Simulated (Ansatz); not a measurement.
Fe: equation of state with Slater exchange only

Crystal: Fe.

```
Fe
1.0
    -1.44300    1.44300    1.44300
     1.44300   -1.44300    1.44300
     1.44300    1.44300   -1.44300
Fe
1
Direct
  0.00000 0.00000 0.00000
```

```json
{
 "Program": "Ansatz 0.2.0",
 "Task": "equation of state",
 "Functional": "Slater exchange only",
 "Potentials or basis": "all-electron LAPW, point nuclei",
 "Basis error allowed": "0.002 eV/atom",
 "k mesh": "10 × 10 × 10",
 "Occupations": "fermi-dirac, width 0.05 eV",
 "Spin": "non-collinear spin, random start, spin-orbit coupling",
 "Starting moments": "[[2.718, -1.834, -0.069]] μB"
}
```

The equilibrium volume is 10.88 Å³/atom (rough: see the caveat). The bulk modulus is 150 GPa (rough).

Energy against volume, from the lowest point:
| volume (Å³/atom) | energy (meV/atom) |
| --- | --- |
| 11.298 | 0.00 |
| 11.538 | 7.94 |
| 11.778 | 19.74 |
| 12.019 | 34.27 |
| 12.259 | 48.70 |
| 12.499 | 63.72 |
| 12.740 | 82.11 |

All runs of the series together: 27 min on 2 threads of Intel(R) Xeon(R) Platinum 8259CL CPU @ 2.50GHz (Skylake/Cascade Lake), with other jobs on the host.

Caveat: the fit is doubtful: noisy points or a state that changes with volume; the minimum lies outside the volumes run.
